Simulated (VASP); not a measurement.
# TePb (Pm-3m) in VASP: notebook

Runs on TePb. Level: PBE+D3(BJ). Tasks: single point.

All numbers are computed with VASP 6.6.1; they aren't measurements. Logs are shortened: lines on timing, memory, paths and dates and some standing lists are left out, and cuts for length are marked.

### 1 Starting point

Symmetry: Pm-3m, No. 221, cubic system. Conventional cell: a = 4.002 Å, b = 4.002 Å, c = 4.002 Å, α = 90.00°, β = 90.00°, γ = 90.00°. Te (site symmetry m-3m) is surrounded by 8 Pb at 3.47 Å. Pb (site symmetry m-3m) has 8 Te at 3.47 Å as nearest neighbours.

Measurements of this composition are mostly on another form, of space group No. 225.

### 2 Single point, PBE+D3(BJ)

File INCAR:

```
  PREC = Accurate
  ENCUT = 520
  EDIFF = 1E-6
  ISMEAR = 0
  SIGMA = 0.05
  LREAL = False
  LASPH = True
  NELM = 100
  ALGO = Normal
  ISIF = 2
  LWAVE = False
  LCHARG = True
  GGA = PE
  IVDW = 12
  LELF = True
  LVHAR = True
  NBANDS = 17
```

File KPOINTS:

```
regular mesh
0
Gamma
  8 8 8
```

File POSCAR:

```
TePb
1.0
    4.0022870000      0.0000000000      0.0000000000
    0.0000000000      4.0022870000      0.0000000000
    0.0000000000      0.0000000000      4.0022870000
Te Pb
1 1
Direct
    0.5000000000      0.5000000000      0.5000000000
    0.0000000000      0.0000000000      0.0000000000
```

Potentials or basis: VASP PAW PBE potentials, release 64 (Te, Pb_d).

Launch:

```sh
$ cat potpaw_PBE.64/Te/POTCAR potpaw_PBE.64/Pb_d/POTCAR > POTCAR
$ mpirun -np 1 vasp_std > vasp.out
```

OUTCAR:

```text
PREC = Accurate
   ENCUT = 520
   EDIFF = 1E-6
   ISMEAR = 0
   LREAL = False
   LASPH = True
   NELM = 100
   ISIF = 2
   GGA = PE
   IVDW = 12
 IVDW          = 12

 ion  position               nearest neighbor table
   1  0.500  0.500  0.500-   2 3.47   2 3.47   2 3.47   2 3.47   2 3.47   2 3.47   2 3.47   2 3.47

   2  0.000  0.000  0.000-   1 3.47   1 3.47   1 3.47   1 3.47   1 3.47   1 3.47   1 3.47   1 3.47

  LATTYP: Found a simple cubic cell.
 ALAT       =     4.0022870000

  Lattice vectors:

 A1 = (   4.0022870000,   0.0000000000,   0.0000000000)
 A2 = (   0.0000000000,   4.0022870000,   0.0000000000)
 A3 = (   0.0000000000,   0.0000000000,   4.0022870000)

Analysis of symmetry for initial positions (statically):
=====================================================================
 Subroutine PRICEL returns:
 Original cell was already a primitive cell.

 Routine SETGRP: Setting up the symmetry group for a
 simple cubic supercell.

 Subroutine GETGRP returns: Found 48 space group operations
 (whereof 48 operations were pure point group operations)
 out of a pool of 48 trial point group operations.

The static configuration has the point symmetry O_h .

Analysis of symmetry for dynamics (positions and initial velocities):
=====================================================================
 Subroutine PRICEL returns:
 Original cell was already a primitive cell.

 Routine SETGRP: Setting up the symmetry group for a
 simple cubic supercell.

 Subroutine GETGRP returns: Found 48 space group operations
 (whereof 48 operations were pure point group operations)
 out of a pool of 48 trial point group operations.

The dynamic configuration has the point symmetry O_h .

 Subroutine INISYM returns: Found 48 space group operations
 (whereof 48 operations are pure point group operations),
 and found     1 'primitive' translations

----------------------------------------------------------------------------------------

                                     Primitive cell

  volume of cell :      64.1098

  direct lattice vectors                    reciprocal lattice vectors
     4.002287000  0.000000000  0.000000000     0.249857144  0.000000000  0.000000000
     0.000000000  4.002287000  0.000000000     0.000000000  0.249857144  0.000000000
     0.000000000  0.000000000  4.002287000     0.000000000  0.000000000  0.249857144

  length of vectors
     4.002287000  4.002287000  4.002287000     0.249857144  0.249857144  0.249857144

  position of ions in fractional coordinates (direct lattice)
     0.500000000  0.500000000  0.500000000
[... 81 lines left out ...]
   NSW    =      0    number of steps for IOM
   IBRION =     -1    ionic relax: 0-MD 1-quasi-New 2-CG
   NFREE  =      0    steps in history (QN), initial steepest desc. (CG)
   ISIF   =      2    stress and relaxation
   ISYM   =      2    0-nonsym 1-usesym 2-fastsym
   POTIM  = 0.5000    time-step for ionic-motion
   TEBEG  =    0.0;   TEEND  =   0.0 temperature during run
   PSTRESS=    0.0 pullay stress
   NELECT =      20.0000    total number of electrons
   NUPDOWN=      -1.0000    fix difference up-down
   EMIN   =  10.00;   EMAX   =-10.00  energy-range for DOS
   EFERMI =   0.00;   METHOD = LEGACY
   ISMEAR =     0;   SIGMA  =   0.05  broadening in eV -4-tet -1-fermi 0-gaus
   EFERMI_NEDOS =   21; number of points for ismear=-14 and -15
   IALGO  =     38    algorithm
   IMIX   =      4    mixing-type and parameters
     AMIX     =   0.40;   BMIX     =  1.00
     AMIX_MAG =   1.60;   BMIX_MAG =  1.00
  volume/ion in A,a.u.               =      32.05       216.32
  Fermi-wavevector in a.u.,A,eV,Ry     =   1.110307  2.098177 16.773027  1.232783
  Thomas-Fermi vector in A             =   2.246857
   LORBIT       =      0    0 simple, 1 ext, 2 COOP (PROOUT), +10 PAW based schemes
   GGA     = PE    functional components
   LHFCALC =     F    Hartree Fock is set to
   AEXX    =    0.0000 exact exchange contribution
   IVDW    =    12    specifies the selected vdW correction
   LEPSILON=     F    determine dielectric tensor
   LRPA    =     F    only Hartree local field effects (RPA)
 non-spin polarized calculation
 Gauss-broadening in eV      SIGMA  =   0.05
  energy-cutoff  :      520.00
  volume of cell :       64.11
 maximum number of plane-waves:      1751
 NGX is ok and might be reduce to    30
   NGX = 15   NGY = 15   NGZ = 15

 number of electron      20.0000009 magnetization

 Free energy of the ion-electron system (eV)
  ---------------------------------------------------
  ext. energy  EPLUGINS =         0.00000000
  ---------------------------------------------------
  free energy    TOTEN  =        -7.06584328 eV

  energy without entropy =       -7.06449029  energy(sigma->0) =       -7.06516678

 E-fermi :   6.4060     XC(G=0):  -9.6819

 val. band max:        6.3298434238   @ k =   0.2500   0.1250   0.1250
 cond. band min:       6.4224567487   @ k =   0.5000   0.2500   0.0000
 fundamental gap:      0.0926133249
 Fermi energy:         6.4060300315

 k-point     1 :       0.0000    0.0000    0.0000
  band No.  band energies     occupation
      1     -10.7870      2.00000
      2     -10.7870      2.00000
      3     -10.7039      2.00000
      4     -10.7039      2.00000
      5     -10.7039      2.00000
      6      -5.7674      2.00000
[... 457 lines left out ...]
      4     -10.7252      2.00000
      5     -10.6843      2.00000
      6      -3.7621      2.00000
[... 9 lines left out ...]
     16      15.3486      0.00000
     17      16.0928      0.00000

 [... further k-points ...]

------------------------ aborting loop because EDIFF is reached ----------------------------------------

 Edisp (eV)   -0.84431

 E8    (eV) :    -0.4070

  FORCE on cell =-STRESS in cart. coord.  units (eV):
  Direction    XX          YY          ZZ          XY          YZ          ZX
  --------------------------------------------------------------------------------------
  -------------------------------------------------------------------------------------
  Total      -0.63406    -0.63406    -0.63406     0.00000     0.00000     0.00000
  in kB     -15.84599   -15.84599   -15.84599     0.00000     0.00000     0.00000
  external pressure =      -15.85 kB  Pullay stress =        0.00 kB

 VOLUME and BASIS-vectors are now :
 -----------------------------------------------------------------------------
  energy-cutoff  :      520.00
  volume of cell :       64.11
      direct lattice vectors                 reciprocal lattice vectors
     4.002287000  0.000000000  0.000000000     0.249857144  0.000000000  0.000000000
     0.000000000  4.002287000  0.000000000     0.000000000  0.249857144  0.000000000
     0.000000000  0.000000000  4.002287000     0.000000000  0.000000000  0.249857144

 POSITION                                       TOTAL-FORCE (eV/Angst)
 -----------------------------------------------------------------------------------
      2.00114      2.00114      2.00114         0.000000      0.000000      0.000000
      0.00000      0.00000      0.00000         0.000000      0.000000      0.000000
 -----------------------------------------------------------------------------------
    total drift:                                0.000000     -0.000000     -0.000000

  FREE ENERGIE OF THE ION-ELECTRON SYSTEM (eV)
  ---------------------------------------------------
  free  energy   TOTEN  =        -7.9101537149 eV

  energy  without entropy=       -7.9088007189  energy(sigma->0) =       -7.90947722
```

OSZICAR:

```text
N       E                     dE             d eps       ncg     rms          rms(c)
DAV:   1     0.152430443317E+03    0.15243E+03   -0.93207E+03  1190   0.116E+03
DAV:   2     0.304912294554E+01   -0.14938E+03   -0.14496E+03  1267   0.299E+02
DAV:   3    -0.701653238457E+01   -0.10066E+02   -0.99229E+01  1626   0.826E+01
DAV:   4    -0.725913927017E+01   -0.24261E+00   -0.24238E+00  1542   0.141E+01
DAV:   5    -0.726877668391E+01   -0.96374E-02   -0.96369E-02  1624   0.256E+00    0.355E+00
DAV:   6    -0.707028363536E+01    0.19849E+00   -0.45487E-01  1682   0.439E+00    0.227E+00
DAV:   7    -0.706562428149E+01    0.46594E-02   -0.69356E-02  1514   0.120E+00    0.106E+00
DAV:   8    -0.706584540475E+01   -0.22112E-03   -0.58569E-03  1455   0.772E-01    0.106E-01
DAV:   9    -0.706582989246E+01    0.15512E-04   -0.77340E-04  1731   0.194E-01    0.389E-02
DAV:  10    -0.706583789482E+01   -0.80024E-05   -0.76996E-05  1429   0.526E-02    0.204E-02
DAV:  11    -0.706584398193E+01   -0.60871E-05   -0.11850E-05  1477   0.219E-02    0.101E-02
DAV:  12    -0.706584328133E+01    0.70060E-06   -0.15457E-06  1086   0.130E-02
   1 F= -.79101537E+01 E0= -.79094772E+01  d E =-.135300E-02
```

Run time: 46 s. Hardware: 1 thread of Intel Xeon Platinum 8375C at 2.90GHz (Ice Lake), shared host; peak memory 0.2 GiB.

What came out:

```yaml
Free_energy: -7.9102 eV
Pressure: -1.6 GPa
Band_gap_on_the_k_mesh: none (metal or under the smearing width)
Dispersion_energy_per_atom: -0.422 eV
```

Caveat: pairwise dispersion overbinds metals, which lowers pressure and volume.

### 3 Single point, PBE+D3(BJ)

This run uses another cell than the first one, of 29.17 Å³/atom, 0.910 times its volume.

File INCAR:

```
SYSTEM = TePb
PREC = Accurate
ENCUT = 520
EDIFF = 1E-6
ISMEAR = 0
SIGMA = 0.05
LREAL = .FALSE.
LASPH = .TRUE.
NELM = 80
ALGO = Fast
ISIF = 2
LWAVE = .FALSE.
LCHARG = .TRUE.
GGA = PE
IVDW = 12
LELF = .TRUE.
LVHAR = .TRUE.
NBANDS = 17
```

File KPOINTS:

```
regular mesh
0
G
  10 10 10
  0 0 0
```

File POSCAR:

```
TePb
1.0
    3.8784957136      0.0000000000      0.0000000000
    0.0000000000      3.8784957136      0.0000000000
    0.0000000000      0.0000000000      3.8784957136
Te Pb
1 1
Direct
    0.5000000000      0.5000000000      0.5000000000
    0.0000000000      0.0000000000      0.0000000000
```

Potentials or basis: VASP PAW PBE potentials, release 64 (Te, Pb_d).

Launch:

```sh
$ cat potpaw_PBE.64/Te/POTCAR potpaw_PBE.64/Pb_d/POTCAR > POTCAR
$ mpirun -np 1 vasp_std > vasp.out
```

It took 58 s on 1 thread of Intel Xeon Platinum 8375C at 2.90GHz (Ice Lake), shared host; peak memory 0.21 GiB.

It converged, with:

```
Free energy                : -7.9248 eV
Pressure                   : 1.7 GPa
Band gap on the k mesh     : none (metal or under the smearing width)
Dispersion energy per atom : -0.462 eV
```

Levels at points of the mesh, in eV from the Fermi level:
```tsv
k point	band 6	band 7	band 8	band 9	band 10	band 11	band 12	band 13	band 14	band 15
(0.00, 0.00, 0.00)	-12.73	-6.38	-1.70	-1.70	-1.70	3.96	3.96	5.98	5.98	5.98
(0.50, 0.00, 0.00)	-11.16	-9.32	-0.49	-0.08	-0.08	0.43	2.53	2.53	5.25	6.99
(0.50, 0.50, 0.00)	-10.21	-7.86	-4.85	-4.85	0.33	3.94	4.10	4.10	6.29	7.38
(0.50, 0.50, 0.50)	-9.76	-6.92	-2.71	-2.71	-2.71	-1.22	-1.22	-1.22	14.65	14.65
```

Caveat: pairwise dispersion overbinds metals, which lowers pressure and volume.

### 4 Single point, PBE+D3(BJ)

This run uses another cell than the first one, of 30.39 Å³/atom, 0.948 times its volume.

File INCAR:

```
ALGO = Normal
EDIFF = 1E-6
ENCUT = 520
GGA = PE
ISIF = 2
ISMEAR = 0
IVDW = 12
LASPH = T
LCHARG = F
LREAL = F
LWAVE = F
NBANDS = 17
NELM = 80
PREC = Accurate
SIGMA = 0.05
```

File KPOINTS:

```
k-points
0
Gamma
  8 8 8
```

File POSCAR:

```
TePb
1.0
    3.9316323948      0.0000000000      0.0000000000
    0.0000000000      3.9316323948      0.0000000000
    0.0000000000      0.0000000000      3.9316323948
Te Pb
1 1
Direct
    0.5000000000      0.5000000000      0.5000000000
    0.0000000000      0.0000000000      0.0000000000
```

Launch:

```sh
$ cat potpaw_PBE.64/Te/POTCAR potpaw_PBE.64/Pb_d/POTCAR > POTCAR
$ mpirun -np 1 vasp_std > vasp.out
```

Run time: 46 s. Hardware: 1 thread of Intel Xeon Platinum 8375C at 2.90GHz (Ice Lake), shared host; peak memory 0.19 GiB.

Results (log left out):

```yaml
Free_energy: -7.9294 eV
Pressure: 0.0 GPa
Band_gap_on_the_k_mesh: none (metal or under the smearing width)
Dispersion_energy_per_atom: -0.444 eV
```

Levels at points of the mesh, in eV from the Fermi level:
```tsv
k point	band 6	band 7	band 8	band 9	band 10	band 11	band 12	band 13	band 14	band 15
(0.00, 0.00, 0.00)	-12.53	-6.62	-1.70	-1.70	-1.70	3.92	3.92	5.59	5.59	5.59
(0.50, 0.00, 0.00)	-11.05	-9.27	-0.68	-0.17	-0.17	0.25	2.37	2.37	5.23	6.84
(0.50, 0.50, 0.00)	-10.21	-7.96	-4.70	-4.70	0.23	3.68	3.87	3.87	6.11	7.08
(0.50, 0.50, 0.50)	-9.79	-7.11	-2.66	-2.66	-2.66	-1.21	-1.21	-1.21	14.11	14.11
```

Caveat: pairwise dispersion overbinds metals, which lowers pressure and volume.

### 5 Summary

```csv
cell,k mesh,gap on the mesh (eV),pressure (GPa)
"Pm-3m, 32.05 Å³/atom",8 × 8 × 8,none,-1.6
"Pm-3m, 29.17 Å³/atom",10 × 10 × 10,none,1.7
"Pm-3m, 30.39 Å³/atom",8 × 8 × 8,none,0.0
```

Alike in all rows: task single point; level PBE+D3(BJ); potentials or basis VASP PAW PBE potentials, release 64 (Te, Pb_d); no spin polarisation; cutoff (eV) 520; smearing gaussian 0.05 eV.

Every run on the cell as given and a fine mesh finds a metal.

Caveats: pairwise dispersion overbinds metals, which lowers pressure and volume.

Absolute energies hang on the potentials; compare differences alone.
